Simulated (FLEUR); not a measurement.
NaI:

```xyz
2
Lattice="0.0000 3.2364 3.2364 3.2364 0.0000 3.2364 3.2364 3.2364 0.0000" Properties=species:S:1:pos:R:3 pbc="T T T"
I     3.2364    3.2364    3.2364
Na    0.0000    0.0000    0.0000
```

Base run:

| Item | Value |
| --- | --- |
| Program | FLEUR MaX-R8.1 (later development tree) |
| Functional | SCAN |
| Potentials or basis | all-electron |
| Basis | FLAPW |
| Kmax | 4.1 1/bohr |
| k mesh | 7 × 7 × 7 |
| Occupations | fermi-dirac, width 0.05 eV |
| Spin | no spin polarisation |

Its results: band gap on the k mesh 4.42 eV, direct.

Question: The run is repeated on the same cell with these changes: functional from SCAN to Wu-Cohen GGA. What comes out?

Answer: Band gap on the k mesh 3.52 eV, direct.

Caveats: spin-orbit coupling is left out, which moves the levels of the heavy elements; the meta-GGA is that of a development version, with a GGA for the radial functions and cores and without core tails (some runs).
